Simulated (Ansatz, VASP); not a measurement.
# One calculation of NbSi, two programs

```
CELL_PARAMETERS angstrom
3.11378 0.00000 0.00000
0.00000 3.11378 0.00000
0.00000 0.00000 3.11378
ATOMIC_POSITIONS crystal
Nb 0.00000 0.00000 0.00000
Si 0.50000 0.50000 0.50000
```

Change from the starting cell: volume scaled by 0.96.

Alike in both runs: task single point; functional PBE; k mesh 8 × 8 × 8; occupations fermi-dirac, width 0.05 eV; no spin polarisation.

```csv
,VASP,Ansatz
version,VASP 6.6.1,Ansatz 0.2.0
potentials or method,"VASP PAW PBE potentials, release 64 (Nb_sv, Si), cutoff 520 eV","all-electron LAPW, scalar-relativistic"
```

Ansatz gave:

| Item | Value |
| --- | --- |
| gap on the k mesh at the Fermi level (eV) | none |
| pressure (GPa) | 7.5 |

Q: Estimate VASP's values.

A: gap on the k mesh at the Fermi level (eV): none; pressure (GPa): 7.3.

A gap of «none» marks a metal or a gap that the smearing closes. Ansatz ran all-electron here, so the differences hold the error of VASP's frozen core and of both bases.
